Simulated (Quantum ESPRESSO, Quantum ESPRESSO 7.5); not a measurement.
## Ionisation energy and electron affinity at InP(110)

Aim: the bulk band edges under the vacuum level at InP(110), before and after the surface relaxes.

Calculated with Quantum ESPRESSO 7.5; plane-wave DFT, PBE, GBRV ultrasoft pseudopotentials.

**1. Set-up**

The cell holds 18 atoms: 9 In and 9 P. Its edges and angles: a = 5.960 Å, b = 4.214 Å, c = 32.857 Å, α = 90.0°, β = 90.0°, γ = 90.0°. It derives from InP. Vacuum lies along c.

**2. SCF with pw.x of the ideal slab**

First the slab as cut from the crystal, for comparison.

The input, ideal.in:

```
&control
  prefix = 'ideal'
  outdir = './out'
  pseudo_dir = './pseudo'
  calculation = 'scf'
  tprnfor = .true.
/
&system
  ibrav = 0
  nat = 18
  ntyp = 2
  ecutwfc = 40
  ecutrho = 200
  occupations = 'smearing'
  smearing = 'fd'
  degauss = 0.002
/
&electrons
  conv_thr = 1e-07
  mixing_beta = 0.4
  electron_maxstep = 120
  mixing_mode = 'plain'
/
ATOMIC_SPECIES
  In  114.8180  in_pbe_v1.4.uspp.F.UPF
  P   30.9738  p_pbe_v1.5.uspp.F.UPF
CELL_PARAMETERS angstrom
  5.96000000000000 0.00000000000000 0.00000000000000
  0.00000000000000 4.21435641587182 0.00000000000000
  0.00000000000000 0.00000000000000 32.85742566348729
ATOMIC_POSITIONS crystal
  In  0.000000000000 0.000000000000 0.243476165234
  P   0.250000000000 0.500000000000 0.243476165234
  In  0.500000000000 0.500000000000 0.307607123925
  P   0.750000000000 0.000000000000 0.307607123925
  In  0.000000000000 0.000000000000 0.371738082617
  P   0.250000000000 0.500000000000 0.371738082617
  In  0.500000000000 0.500000000000 0.435869041308
  P   0.750000000000 0.000000000000 0.435869041308
  In  0.000000000000 0.000000000000 0.500000000000
  P   0.250000000000 0.500000000000 0.500000000000
  In  0.500000000000 0.500000000000 0.564130958692
  P   0.750000000000 0.000000000000 0.564130958692
  In  0.000000000000 0.000000000000 0.628261917383
  P   0.250000000000 0.500000000000 0.628261917383
  In  0.500000000000 0.500000000000 0.692392876075
  P   0.750000000000 0.000000000000 0.692392876075
  In  0.000000000000 0.000000000000 0.756523834766
  P   0.250000000000 0.500000000000 0.756523834766
K_POINTS automatic
  4 6 1 0 0 0
```

Run with:

```sh
$ OMP_NUM_THREADS=1 mpirun -n 4 pw.x -nk 2 -in ideal.in > ideal.out
```

The log of the run:

```text
Program PWSCF v.7.5 starts
[citation notice left out]

     Parallel version (MPI & OpenMP), running on       4 processor cores
     Number of MPI processes:                 4
     Threads/MPI process:                     1

     MPI processes distributed on     1 nodes
[...]
Current dimensions of program PWSCF are:
     Max number of different atomic species (ntypx) = 10
     Max number of k-points (npk) =  40000
     Max angular momentum in pseudopotentials (lmaxx) =  4
     Message from routine setup:
     using ibrav=0 with symmetry is DISCOURAGED, use correct ibrav instead

     K-points division:     npool     =       2
     R & G space division:  proc/nbgrp/npool/nimage =       2
     Subspace diagonalization in iterative solution of the eigenvalue problem:
     a serial algorithm will be used

     Parallelization info
     --------------------
     sticks:   dense  smooth     PW     G-vecs:    dense   smooth      PW
     Min         710     571    164               132864    95085   14840
     Max         711     574    165               132867    95086   14855
     Sum        1421    1145    329               265731   190171   29695

     Using Slab Decomposition

     bravais-lattice index     =            0
     lattice parameter (alat)  =      11.2628  a.u.
     unit-cell volume          =    5569.3903 (a.u.)^3
     number of atoms/cell      =           18
     number of atomic types    =            2
     number of electrons       =       162.00
     number of Kohn-Sham states=           97
     kinetic-energy cutoff     =      40.0000  Ry
     charge density cutoff     =     200.0000  Ry
     scf convergence threshold =      1.0E-07
     mixing beta               =       0.4000
     number of iterations used =            8  plain     mixing
     Exchange-correlation=  SLA  PW   PBX  PBC
                           (   1   4   3   4   0   0   0)

     celldm(1)=  11.262768  celldm(2)=   0.000000  celldm(3)=   0.000000
     celldm(4)=   0.000000  celldm(5)=   0.000000  celldm(6)=   0.000000

     crystal axes: (cart. coord. in units of alat)
               a(1) = (   1.000000   0.000000   0.000000 )
               a(2) = (   0.000000   0.707107   0.000000 )
               a(3) = (   0.000000   0.000000   5.512991 )

     reciprocal axes: (cart. coord. in units 2 pi/alat)
               b(1) = (  1.000000  0.000000  0.000000 )
               b(2) = (  0.000000  1.414214  0.000000 )
               b(3) = (  0.000000  0.000000  0.181390 )

     PseudoPot. # 1 for In read from file:
     ./pseudo/in_pbe_v1.4.uspp.F.UPF
     Pseudo is Ultrasoft + core correction, Zval = 13.0
     Generated by new atomic code, or converted to UPF format
     Using radial grid of  889 points,  6 beta functions with:
                l(1) =   0
                l(2) =   0
                l(3) =   1
                l(4) =   1
                l(5) =   2
                l(6) =   2
     Q(r) pseudized with  6 coefficients,  rinner =    1.400   1.400   1.400
                                                       1.400   1.400

     PseudoPot. # 2 for P  read from file:
     ./pseudo/p_pbe_v1.5.uspp.F.UPF
     Pseudo is Ultrasoft + core correction, Zval =  5.0
     Generated by new atomic code, or converted to UPF format
     Using radial grid of  903 points,  6 beta functions with:
                l(1) =   0
                l(2) =   0
                l(3) =   1
                l(4) =   1
                l(5) =   2
                l(6) =   2
     Q(r) pseudized with  8 coefficients,  rinner =    1.300   1.300   1.300
                                                       1.300   1.300

     atomic species   valence    mass     pseudopotential
     In               13.00   114.81800     In( 1.00)
     P                 5.00    30.97380     P ( 1.00)

      4 Sym. Ops. (no inversion) found

   Cartesian axes

     site n.     atom                  positions (alat units)
         1        In     tau(   1) = (   0.0000000   0.0000000   1.3422819  )
         2        P      tau(   2) = (   0.2500000   0.3535534   1.3422819  )
         3        In     tau(   3) = (   0.5000000   0.3535534   1.6958353  )
         4        P      tau(   4) = (   0.7500000   0.0000000   1.6958353  )
         5        In     tau(   5) = (   0.0000000   0.0000000   2.0493887  )
         6        P      tau(   6) = (   0.2500000   0.3535534   2.0493887  )
         7        In     tau(   7) = (   0.5000000   0.3535534   2.4029421  )
         8        P      tau(   8) = (   0.7500000   0.0000000   2.4029421  )
         9        In     tau(   9) = (   0.0000000   0.0000000   2.7564954  )
        10        P      tau(  10) = (   0.2500000   0.3535534   2.7564954  )
        11        In     tau(  11) = (   0.5000000   0.3535534   3.1100488  )
        12        P      tau(  12) = (   0.7500000   0.0000000   3.1100488  )
        13        In     tau(  13) = (   0.0000000   0.0000000   3.4636022  )
        14        P      tau(  14) = (   0.2500000   0.3535534   3.4636022  )
        15        In     tau(  15) = (   0.5000000   0.3535534   3.8171556  )
        16        P      tau(  16) = (   0.7500000   0.0000000   3.8171556  )
        17        In     tau(  17) = (   0.0000000   0.0000000   4.1707090  )
        18        P      tau(  18) = (   0.2500000   0.3535534   4.1707090  )

     number of k points=    12  Fermi-Dirac smearing, width (Ry)=  0.0020
                       cart. coord. in units 2pi/alat
        k(    1) = (   0.0000000   0.0000000   0.0000000), wk =   0.0833333
        k(    2) = (   0.0000000   0.2357023   0.0000000), wk =   0.1666667
        k(    3) = (   0.0000000   0.4714045   0.0000000), wk =   0.1666667
        k(    4) = (   0.0000000  -0.7071068   0.0000000), wk =   0.0833333
        k(    5) = (   0.2500000   0.0000000   0.0000000), wk =   0.1666667
        k(    6) = (   0.2500000   0.2357023   0.0000000), wk =   0.3333333
        k(    7) = (   0.2500000   0.4714045   0.0000000), wk =   0.3333333
        k(    8) = (   0.2500000  -0.7071068   0.0000000), wk =   0.1666667
        k(    9) = (  -0.5000000   0.0000000   0.0000000), wk =   0.0833333
        k(   10) = (  -0.5000000   0.2357023   0.0000000), wk =   0.1666667
        k(   11) = (  -0.5000000   0.4714045   0.0000000), wk =   0.1666667
        k(   12) = (  -0.5000000  -0.7071068   0.0000000), wk =   0.0833333

     Dense  grid:   265731 G-vectors     FFT dimensions: (  54,  36, 288)

     Smooth grid:   190171 G-vectors     FFT dimensions: (  45,  36, 256)

     Estimated max dynamical RAM per process >     477.51 MB

[...]
-12.3694 -12.3691 -12.3668 -12.3410 -12.3339 -12.3334 -12.3332 -12.3319
   -12.3222 -12.2673 -12.2671 -12.2627 -12.2627  -9.4956  -9.2487  -8.8845
    -8.4290  -7.9228  -7.5549  -7.4167  -7.2443  -7.2422  -3.8953  -3.7912
    -3.6058  -3.2838  -2.7762  -1.9849  -1.3561  -1.3504  -1.0106  -0.8867
    -0.8673  -0.4724  -0.4174  -0.2626   0.0162   0.0374   0.0939   0.4082
     0.6474   0.8254   1.0821   1.1699   1.4237   1.4413   1.5867   1.6291
     1.7275   2.0241   2.4865   3.3078   3.6739   3.9090   3.9286   4.1716
     4.2033   4.3602   4.4215   4.7785   4.9518   5.2595   5.6881   5.7760
     5.7761

          k = 0.0000 0.2357 0.0000 ( 23776 PWs)   bands (ev):

   -12.6759 -12.6758 -12.6497 -12.6497 -12.6250 -12.6141 -12.6020 -12.6009
   -12.5858 -12.5753 -12.5557 -12.5252 -12.5099 -12.4961 -12.4931 -12.4784
   -12.4657 -12.4651 -12.4651 -12.4618 -12.4437 -12.4285 -12.4148 -12.4140
   -12.4131 -12.4043 -12.4039 -12.3991 -12.3965 -12.3929 -12.3916 -12.3847
   -12.3747 -12.3631 -12.3628 -12.3422 -12.3414 -12.3365 -12.3345 -12.3282
   -12.3266 -12.2717 -12.2716 -12.2588 -12.2587  -9.3028  -9.0618  -8.7073
    -8.2667  -7.7832  -7.4601  -7.3857  -7.1739  -7.1668  -3.8440  -3.7697
    -3.6287  -3.3600  -2.9057  -2.1762  -1.3025  -1.2050  -1.2044  -1.0689
    -0.8613  -0.7536  -0.7434  -0.5619  -0.4888  -0.3098  -0.2013  -0.0898
     0.0550   0.1811   0.4674   0.5528   0.7237   0.9573   1.0388   1.5342
     1.6287   2.5237   2.7344   3.8988   4.2697   4.4398   4.6811   4.7518
     4.8629   4.9825   5.0213   5.1042   5.1825   5.2068   5.3164   5.3500
     5.6849

          k = 0.0000 0.4714 0.0000 ( 23860 PWs)   bands (ev):

   -12.6765 -12.6761 -12.6506 -12.6506 -12.6247 -12.6203 -12.6173 -12.6145
   -12.6082 -12.5966 -12.5750 -12.5322 -12.5255 -12.4862 -12.4860 -12.4700
   -12.4646 -12.4616 -12.4487 -12.4413 -12.4249 -12.4245 -12.4123 -12.4076
   -12.4069 -12.4044 -12.4037 -12.4002 -12.3951 -12.3834 -12.3823 -12.3773
   -12.3773 -12.3582 -12.3581 -12.3482 -12.3479 -12.3366 -12.3349 -12.3289
   -12.3194 -12.2800 -12.2800 -12.2490 -12.2490  -8.7689  -8.5471  -8.2283
    -7.8521  -7.5142  -7.4833  -7.4134  -7.0479  -7.0421  -3.7536  -3.7438
    -3.6544  -3.5776  -3.3735  -2.8870  -2.3185  -1.9067  -1.7499  -1.4644
    -1.2647  -0.9919  -0.8313  -0.8157  -0.6773  -0.4740  -0.4194  -0.3652
    -0.1323  -0.0816  -0.0473   0.0562   0.0966   0.2482   0.7373   1.4449
     1.5229   2.6133   2.6986   3.8661   3.9478   4.3043   4.4215   4.4277
     4.5008   4.6100   4.6734   4.7307   4.9654   5.0400   5.2808   5.3838
     5.7963

          k = 0.0000-0.7071 0.0000 ( 23940 PWs)   bands (ev):

   -12.6784 -12.6776 -12.6585 -12.6583 -12.6317 -12.6300 -12.6168 -12.6167
   -12.6111 -12.6030 -12.5917 -12.5318 -12.5286 -12.4901 -12.4901 -12.4639
   -12.4558 -12.4518 -12.4424 -12.4305 -12.4276 -12.4166 -12.4152 -12.4125
   -12.4101 -12.3992 -12.3985 -12.3978 -12.3916 -12.3858 -12.3791 -12.3724
   -12.3721 -12.3585 -12.3584 -12.3447 -12.3432 -12.3384 -12.3360 -12.3239
   -12.3146 -12.2841 -12.2840 -12.2430 -12.2430  -8.0949  -8.0162  -7.9458
    -7.7989  -7.7289  -7.5501  -7.5249  -6.9995  -6.9841  -3.8387  -3.7415
    -3.5613  -3.3893  -3.2488  -3.1211  -3.0321  -3.0221  -2.9866  -0.9682
    -0.9512  -0.8301  -0.7972  -0.6727  -0.6324  -0.5763  -0.5318  -0.5112
    -0.4400  -0.3816  -0.2595  -0.1131   0.0135   0.3290   0.3810   1.4863
     1.5494   2.5517   2.5897   3.6230   3.7614   4.0211   4.0509   4.1477
     4.4076   4.4841   4.5928   4.7854   4.8073   4.8922   5.0422   5.1473
     5.5449

          k = 0.2500 0.0000 0.0000 ( 23697 PWs)   bands (ev):

   -12.6741 -12.6740 -12.6544 -12.6544 -12.6177 -12.6047 -12.5879 -12.5878
   -12.5769 -12.5700 -12.5484 -12.5169 -12.5098 -12.4993 -12.4897 -12.4834
   -12.4824 -12.4685 -12.4617 -12.4594 -12.4593 -12.4501 -12.4257 -12.4243
   -12.4176 -12.4168 -12.4117 -12.4115 -12.4036 -12.3841 -12.3834 -12.3812
   -12.3730 -12.3716 -12.3638 -12.3423 -12.3345 -12.3338 -12.3316 -12.3284
   -12.3222 -12.2664 -12.2664 -12.2620 -12.2619  -9.2804  -9.0468  -8.7105
    -8.3107  -7.9210  -7.8684  -7.7925  -7.4964  -7.4957  -3.5946  -3.5735
    -3.2856  -3.2580  -3.0782  -2.5798  -1.7820  -0.9469  -0.7689  -0.7012
    -0.4279  -0.3249  -0.2524  -0.0953  -0.0631   0.1987   0.2685   0.5062
     0.7089   0.8288   1.0418   1.0581   1.1282   1.2739   1.2748   1.5573
     1.5638   2.5534   2.5711   3.4203   3.4583   3.7321   3.8701   3.9883
     4.1363   4.2044   4.3781   4.5559   4.7776   5.4325   5.4487   5.9990
     6.1220

          k = 0.2500 0.2357 0.0000 ( 23777 PWs)   bands (ev):

   -12.6726 -12.6726 -12.6507 -12.6507 -12.6120 -12.6069 -12.6005 -12.5998
   -12.5825 -12.5741 -12.5561 -12.5243 -12.5140 -12.4930 -12.4918 -12.4781
   -12.4710 -12.4661 -12.4657 -12.4633 -12.4505 -12.4376 -12.4254 -12.4199
   -12.4184 -12.4059 -12.4057 -12.4028 -12.4009 -12.3922 -12.3911 -12.3805
   -12.3702 -12.3672 -12.3653 -12.3436 -12.3423 -12.3368 -12.3332 -12.3277
   -12.3263 -12.2710 -12.2709 -12.2582 -12.2581  -9.0971  -8.8689  -8.5416
    -8.1560  -7.8002  -7.7733  -7.6965  -7.3747  -7.3705  -3.5782  -3.5591
    -3.3639  -3.3069  -3.1322  -2.6310  -1.9122  -1.2846  -1.0613  -1.0123
    -0.9948  -0.7441  -0.6765  -0.3810  -0.2258  -0.1054  -0.0259   0.1450
     0.1699   0.2489   0.3635   0.5829   0.6277   1.0077   1.1219   1.5779
     1.6434   2.6004   2.6778   3.8249   4.1512   4.2409   4.4435   4.4795
     4.8285   5.0086   5.1246   5.3161   5.5153   5.5931   5.6704   5.7873
     5.9088

[...]
the Fermi energy is     1.8797 ev

!    total energy              =   -1341.03382486 Ry
     estimated scf accuracy    <       0.00000005 Ry
     smearing contrib. (-TS)   =      -0.00001138 Ry
     internal energy E=F+TS    =   -1341.03381348 Ry

     The total energy is F=E-TS. E is the sum of the following terms:
     one-electron contribution =   -7397.66400496 Ry
     hartree contribution      =    3777.84532864 Ry
     xc contribution           =    -392.98803892 Ry
     ewald contribution        =    2671.77290176 Ry

     convergence has been achieved in  13 iterations

     negative rho (up, down):  4.241E-04 0.000E+00

     Forces acting on atoms (cartesian axes, Ry/au):

     atom    1 type  1   force =     0.04193680    0.00000000    0.04286732
     atom    2 type  2   force =    -0.01308570    0.00000000   -0.04189917
     atom    3 type  1   force =    -0.01198617    0.00000000    0.00402931
     atom    4 type  2   force =    -0.02062051   -0.00000000   -0.01264548
     atom    5 type  1   force =     0.00899819    0.00000000    0.00387789
     atom    6 type  2   force =    -0.00144143    0.00000000    0.00442595
     atom    7 type  1   force =    -0.00327507   -0.00000000   -0.00022567
     atom    8 type  2   force =    -0.00222785    0.00000000   -0.00119829
     atom    9 type  1   force =     0.00326592    0.00000000    0.00000000
     atom   10 type  2   force =     0.00013755    0.00000000    0.00000000
     atom   11 type  1   force =    -0.00327507    0.00000000    0.00022567
     atom   12 type  2   force =    -0.00222785    0.00000000    0.00119829
     atom   13 type  1   force =     0.00899819    0.00000000   -0.00387789
     atom   14 type  2   force =    -0.00144143    0.00000000   -0.00442595
     atom   15 type  1   force =    -0.01198617   -0.00000000   -0.00402931
     atom   16 type  2   force =    -0.02062051    0.00000000    0.01264548
     atom   17 type  1   force =     0.04193680   -0.00000000   -0.04286732
     atom   18 type  2   force =    -0.01308570   -0.00000000    0.04189917

     Total force =     0.113210     Total SCF correction =     0.000897

[...]
=------------------------------------------------------------------------------=
   JOB DONE.
=------------------------------------------------------------------------------=
```

Run time: 4.7 min. Hardware: 4 MPI ranks of AMD EPYC 7R43, shared host; peak memory 2 GiB.

This step gave:

| Quantity | Value |
| --- | --- |
| free energy | -18245.6947 eV |
| energy at zero smearing | -18245.6946 eV |
| Fermi energy | 1.880 eV |

**3. Potential by pp.x of the ideal slab**

plot_num = 11 writes the bare and Hartree potential. It leaves out exchange and correlation, which fade slowly, so it flattens close to the surface.

The input, ideal.pot.in:

```
&inputpp
  prefix = 'ideal'
  outdir = './out'
  filplot = 'ideal.pot.dat'
  plot_num = 11
/
```

Run with:

```sh
$ OMP_NUM_THREADS=1 mpirun -n 4 pp.x -in ideal.pot.in > ideal.pot.out
```

The log of the run:

```text
[banner, memory and clock lines left out]
Program POST-PROC v.7.5 starts

          URL

     ./out/ideal.save/

     IMPORTANT: XC functional enforced from input :
     Exchange-correlation= PBE
                           (   1   4   3   4   0   0   0)
     Any further DFT definition will be discarded
     Please, verify this is what you really want

     negative rho (up, down):  4.241E-04 0.000E+00

     Calling punch_plot, plot_num =  11
     Writing data to file  ideal.pot.dat
     Message from routine chdens:
     namelist plot not found or invalid, exiting
```

It took 3.1 s on 4 MPI ranks; peak memory 0.66 GiB; 11 s of CPU time.

Numbers from this step:

```
slope of the potential above                                          : 1.79e-4 eV/Å
upper vacuum line continued to the top atoms, over the Fermi level    : 4.547 eV
slope of the potential below                                          : -1.11e-4 eV/Å
lower vacuum line continued to the bottom atoms, over the Fermi level : 4.548 eV
vacuum level at the upper face over a Fermi level inside the gap      : 4.548 eV
vacuum level at the lower face over a Fermi level inside the gap      : 4.548 eV
```

**4. Macroscopic average**

A running mean over two layers gives the mean potential in the slab's middle.

The input, ideal.avg.in:

```
1
ideal.pot.dat
1.0
312
3
7.9639794176
```

Run with:

```sh
$ OMP_NUM_THREADS=1 average.x < ideal.avg.in > ideal.avg.out
```

The log of the run:

```text
[banner, memory and clock lines left out]
Program AVERAGE v.7.5 starts

          URL

     Reading header from file  ideal.pot.dat
     Reading data from file  ideal.pot.dat
     Output written to file avg.dat

[...]
```

Run time: 1.4 s. Hardware: 1 MPI rank; peak memory 0.13 GiB.

Numbers from this step:

| Item | Value |
| --- | --- |
| average.x's running mean in the middle layers, on the run's own zero | -2.433 eV |
| mean potential by an exact Fourier window in the middle layers, on the run's own zero | -2.433 eV |

Electrostatic potential energy of an electron; zero at the Fermi level; window 4.2144 Å. The potential energy, running mean by z:

```tsv
z (Å)	potential energy, running mean (eV)
0	4.55
1	4.55
2	4.55
3	4.55
4	4.53
5	4.26
6	1.98
7	0.0969
8	-2.01
9	-4.01
10	-4.20
11	-4.25
12	-4.28
13	-4.31
14	-4.31
15	-4.31
16	-4.31
17	-4.32
18	-4.31
19	-4.31
20	-4.31
21	-4.28
22	-4.24
23	-4.20
24	-3.91
25	-1.56
26	0.232
27	2.44
28	4.35
29	4.53
30	4.55
31	4.55
32	4.55
```

[end of part 1 of 6]

[Logs are printed without paths, hosts, clocks, repeated set-up lines and the standing remarks that a program may print on its own settings, such as how far it seeks lower states.]

[Hosts, paths, dates, database ids (printed as entryN), source tags and the programs' standing remarks are cut or masked in the printed files.]

[Maps of the electrostatic potential energy from Ansatz leave out the sawtooth potential of an applied field or a dipole correction, so their vacuum need not be flat; planar profiles and work functions include it.]
